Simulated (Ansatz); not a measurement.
Relaxing tellurium (diamond)

Theory: DFT, revPBE, plane waves (420 eV) with PAW, scalar-relativistic (Ansatz 0.2.0). (PAW data from PBE, frozen cores regenerated.)

k-point mesh 8×8×8, Fermi-Dirac smearing 0.1 eV, no spin polarisation. Cell and atoms relax.

Starting structure:

```yaml
crystal:
  lattice:
    - [0.0, 3.3891640866, 3.3891640866]
    - [3.3891640866, 0.0, 3.3891640866]
    - [3.3891640866, 3.3891640866, 0.0]
  atoms:
    - { symbol: Te, position: [0.125, 0.125, 0.125] }
    - { symbol: Te, position: [0.875, 0.875, 0.875] }
hamiltonian:
  xc: revpbe
  pseudopotentials:
    kind: paw
    azcp:
      Te: "pseudopotentials/Te.paw.azcp"
basis:
  ecutwfc: 420
  fft_grid_basis: typed
kpoints:
  mp_grid: { grid: [8, 8, 8], shift: [0, 0, 0] }
magnetization:
  spin_polarized: false
scf:
  occupations: { method: fermi_dirac, width: 0.1 }
relax:
  max_steps: 60
  f_tol: 0.01
  cell: {}
```

Task: The pressure at the start is 7.6 GPa. By how much does the volume change?

Result: From 38.93 to 47.72 Å³ per atom, 22.6 %. The final cell has a = 7.254 Å.

Task: How much energy does the relaxation gain?

Result: 174.9 meV per atom.

Path of the relaxation (the plane waves are chosen anew near the end, which can shift the energy a little):

```
step  E − E(final) (meV/atom)  V (Å³/atom)  P (GPa)  max force (eV/Å)
   0                   174.94       38.929     7.64             0.000
   1                    14.55       44.905     1.68             0.000
   2                     1.83       46.933     0.41             0.000
   3                     0.95       47.718    -0.01             0.000
   4                     0.00       47.718     0.00             0.000
```
